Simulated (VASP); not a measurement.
TaN, 6 atoms in the cell. The structure is hexagonal, space group P-62m (No. 189). Conventional cell: a = 5.196 Å, b = 5.196 Å, c = 2.911 Å, α = 90.00°, β = 90.00°, γ = 120.00°. Ta (site symmetry -62m) is surrounded by 3 N at 2.04 Å. Around Ta (site symmetry -6) lie 6 N at 2.16 Å. N (site symmetry m2m) has 5 Ta at 2.04 to 2.16 Å as nearest neighbours. 

```yaml
Program: VASP 6.6.1
Task: electron localisation function
Functional: LDA
Potentials_or_basis: VASP PAW LDA potentials, release 64 (Ta_pv, N)
Cutoff: 520 eV
k_mesh: 6 × 6 × 9
Occupations: gaussian, width 0.02 eV
Spin: no spin polarisation
Further_INCAR_settings: ALGO = Normal; EDIFF = 1e-07
```

Potentials or basis: VASP PAW LDA potentials, release 64 (Ta_pv, N).

Launch:

```bash
$ cat potpaw_LDA.64/Ta_pv/POTCAR potpaw_LDA.64/N/POTCAR > POTCAR
$ mpirun -np 1 vasp_std > vasp.out
```

Hardware: 1 thread of AMD EPYC 9R45 96-Core Processor (Zen 5) (shared host).

Q: How long does it take, and how much memory?

A: Wall time 39 s on 1 thread of AMD EPYC 9R45 96-Core Processor (Zen 5) (shared host), peak memory 0.16 GiB. Counts: scf iterations 14, k points 35.
